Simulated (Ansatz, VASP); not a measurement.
One calculation of P, two programs

```
P
1.0
     2.39048   -0.08964    0.00000
    -0.08964    2.39048    0.00000
     0.00000    0.00000    2.39065
P
1
Direct
  0.00000 0.00000 0.00000
```

Change from the starting cell: strain -0.0750 x Voigt [0, 0, 0, 0, 0, 1], atoms carried along.

Alike in both runs: task single point; functional PBEsol; dispersion D3(BJ); k mesh 24 × 24 × 24; occupations gaussian, width 0.15 eV; no spin polarisation.

|  | VASP | Ansatz |
| --- | --- | --- |
| version | VASP 6.6.1 | Ansatz 0.2.0 |
| potentials or method | VASP PAW PBE potentials, release 64 (P) | scalar-relativistic, plane waves, PAW |
| plane-wave cutoff (eV) | 520 | 420 |
| valence electrons in the cell | 5 | 5 |

```csv
,VASP,Ansatz,Ansatz less VASP
gap on the k mesh at the Fermi level (eV),none,none,-
pressure (GPa),0.2,0.1,-0.10
largest component of the traceless stress (GPa),5.08,5.09,+0.004
```

A gap of «none» marks a metal or a gap that the smearing closes.

Caveats: the PAW data sets were made with another functional, which shifts forces and pressure a little (VASP); pairwise dispersion overbinds metals, which lowers pressure and volume.
